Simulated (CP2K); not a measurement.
The system is Ir.

```
CELL_PARAMETERS angstrom
2.70907 0.00000 0.00000
1.35453 2.34612 0.00000
1.35453 0.78204 2.21194
ATOMIC_POSITIONS crystal
Ir 0.00000 0.00000 0.00000
```

Base run:

| Property | Result |
| --- | --- |
| Program | CP2K 2026.2 |
| Functional | PBEsol |
| Dispersion | D3(BJ) |
| Potentials or basis | POTENTIAL_UZH Ir GTH-PBE-q17; TZVP-MOLOPT-PBE-GTH basis |
| Density cutoff | 6123 eV |
| k mesh | 12 × 12 × 12 |
| Occupations | fermi-dirac, width 0.05 eV |
| Spin | no spin polarisation |

Its results: band gap on the k mesh none (metal or under the smearing width); pressure -10.0 GPa.

Problem. After a change of settings the same cell gave: band gap on the k mesh none (metal or under the smearing width); pressure -2.8 GPa. Which change was it?
A. dispersion from D3(BJ) to none
B. dispersion from D3(BJ) to D4
C. dispersion from D3(BJ) to D3(BJ)+ATM
D. dispersion from D3(BJ) to rVV10

Solution. D.

Caveats: the potentials were made for another functional, which shifts forces and pressure; the basis of atomic orbitals isn't converged, which shifts pressures, moduli and gaps; pairwise dispersion overbinds metals, which lowers pressure and volume.

Runs at the PBE level aren't shown here.
